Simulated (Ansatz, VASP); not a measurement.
One calculation of CoSi, two programs

```
Co Si
1.0
     2.77992    0.00000    0.00000
     0.00000    2.77992    0.00000
     0.00000    0.00000    2.77992
Co Si
1 1
Direct
  0.00000 0.00000 0.00000
  0.50000 0.50000 0.50000
```

Alike in both runs: functional PBE; k mesh 14 × 14 × 14; occupations fermi-dirac, width 0.05 eV; no spin polarisation.

Ansatz relaxed the structure, and its values are those at the end. VASP's run is a single point on that final structure, the one shown.

|  | VASP | Ansatz |
| --- | --- | --- |
| version | VASP 6.6.1 | Ansatz 0.2.0 |
| potentials or method | VASP PAW PBE potentials, release 64 (Co, Si), cutoff 520 eV | all-electron LAPW, scalar-relativistic |

```csv
,VASP,Ansatz,Ansatz less VASP
pressure (GPa),-0.1,0.0,+0.10
```

Ansatz ran all-electron here, so the differences hold the error of VASP's frozen core and of both bases.

Spin polarisation is off, so any magnetic state and its effect on volume and gap are missing.
